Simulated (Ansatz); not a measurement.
# Property card for ScAl$_{2}$

All numbers below come from Ansatz, DFT r2SCAN, scalar-relativistic, plane waves, PAW.

Cutoff 500 eV; k points 8×8×8 on the computed 6-atom cell (Γ-centred); Gaussian smearing, width 0.10 eV; no spin polarisation.

The structure is relaxed at this level of theory with its symmetry kept. Whether it is the stable form of this composition wasn't checked.

The structure is cubic, space group Fd-3m (No. 227). Conventional cell: a = 7.555 Å, b = 7.555 Å, c = 7.555 Å, α = 90.00°, β = 90.00°, γ = 90.00°. Sc (site symmetry -43m) is surrounded by 12 Al at 3.13 Å and 4 Sc at 3.27 Å. Al (site symmetry -3m) has 6 Al at 2.67 Å as nearest neighbours.

| Item | Value |
| --- | --- |
| Volume per atom | 17.97 Å³ |
| Generalised Kohn–Sham band gap | none (metal) |
| Density of states at the Fermi level | 3.30 states/eV per cell |
| Löwdin character within 0.5 eV of the Fermi level | Sc 3d 61 %, Al 3p 26 %, unprojected 4 % |
| Bulk modulus | 95 GPa |
| Its pressure derivative | 4.0 |
| Bader charges (e) | Sc (2 in the cell) 1.36, Al (4 in the cell) -0.68 |